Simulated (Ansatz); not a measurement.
## BeS (F-43m): G0W0 and the starting functional

```
CELL_PARAMETERS angstrom
0.00000 2.41000 2.41000
2.41000 0.00000 2.41000
2.41000 2.41000 0.00000
ATOMIC_POSITIONS crystal
Be 0.00000 0.00000 0.00000
S 0.25000 0.25000 0.25000
```

Held fixed (Ansatz):

| Item | Value |
| --- | --- |
| datasets | all-electron datasets in plane waves (scalar-relativistic, Gaussian nuclei) |
| k mesh | 4×4×4 |
| empty bands | 180 |
| response cutoff | 200 eV |
| frequencies | contour deformation |
| q → 0 term | analytic weight of Carrier, Rohra and Görling |
| band sums | cut at the band count |

The gap is read from Γ to k = (0, -0.5, -0.5), linearised, between the Kohn-Sham band edges among the points solved. ε∞ is the electronic dielectric constant on this mesh. Wave cutoffs: 3300, 2640 eV in the order of the table.

(1) The orbitals come from PBE, r²SCAN in turn. Does G0W0 narrow the spread of the gaps between these starts?

Answers

(1) The Kohn-Sham gaps spread over 0.45 eV and the G0W0 gaps over 0.23 eV, so the dependence on the start shrinks but stays.

| orbitals | KS gap (eV) | G0W0 gap (eV) | ε∞ |
| --- | --- | --- | --- |
| PBE | 3.06 | 4.40 | 5.8 |
| r²SCAN | 3.51 | 4.64 | 5.2 |

The cell is a model at fixed atoms and needn't be the relaxed known crystal. Points k are given in fractions of the reciprocal vectors. The mesh is coarse, so these are values at the stated settings, not converged ones. Band sums or response are cut, so the gap isn't at its basis limit. The gap is read on the mesh, and the crystal's band edges can lie off it. With r²SCAN or HSE06 the Kohn-Sham levels are generalised ones. Meshes this coarse can overestimate the dielectric constant by a tenth and more.
